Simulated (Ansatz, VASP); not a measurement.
As: VASP beside Ansatz

Contents of INCAR:

```
ALGO = Normal ; DIPOL = 0.5 0.5 0.500
EDIFF = 1E-7 ; ENCUT = 520
GGA = PE ; IDIPOL = 3
ISIF = 2 ; ISMEAR = 0
IVDW = 12 ; LASPH = True
LCHARG = False ; LDIPOL = True
LREAL = False ; LWAVE = False
NBANDS = 12 ; NELM = 60
PREC = Accurate ; SIGMA = 0.02
```

Contents of KPOINTS:

```
k-points
0
Gamma
  9 9 1
```

File POSCAR:

```
As
1.0
    3.3480000000      0.0000000000      0.0000000000
   -1.6740000000      2.8994530519      0.0000000000
    0.0000000000      0.0000000000     28.5742413766
As
2
Direct
    0.3333333333      0.6666666667      0.4895185319
    0.6666666667      0.3333333333      0.5104814681
```

Input for Ansatz:

```yaml
crystal:
  lattice:
    - [3.348, 0.0, 0.0]
    - [-1.674, 2.8994530519, 0.0]
    - [0.0, 0.0, 28.5742413766]
  atoms:
    - { symbol: As, position: [0.3333333333, 0.6666666667, 0.4895185319] }
    - { symbol: As, position: [0.6666666667, 0.3333333333, 0.5104814681] }
  periodic: [true, true, false]
basis:
  ecutwfc: 420
kpoints:
  mp_grid: { grid: [9, 9, 1] }
hamiltonian:
  xc: pbe
  dispersion: d3bj
scf:
  occupations: { method: gaussian, width: 0.02 }
output:
  forces: true
  stress: true
  eigenvalues: true
```

Alike in both runs: task single point; functional PBE; dispersion D3(BJ); k mesh 9 × 9 × 1; occupations gaussian, width 0.02 eV; no spin polarisation.

|  | VASP | Ansatz |
| --- | --- | --- |
| version | VASP 6.6.1 | Ansatz 0.2.0 |
| potentials or method | VASP PAW PBE potentials, release 64 (As) | scalar-relativistic, plane waves, PAW |
| plane-wave cutoff (eV) | 520 | 420 |
| valence electrons in the cell | 10 | 30 |

|  | VASP | Ansatz | Ansatz less VASP |
| --- | --- | --- | --- |
| gap on the k mesh at the Fermi level (eV) | none | none | - |
| rms of the force components (eV/Å) | 5.301 | 5.218 | -0.0829 |
| work function, face that differs most (eV) | 3.58 | 3.59 | +0.007 |

Atom by atom the forces differ by 0.083 eV/Å (rms over components). A gap of «none» marks a metal or a gap that the smearing closes. The two sets of potentials don't hold the same shells in valence.
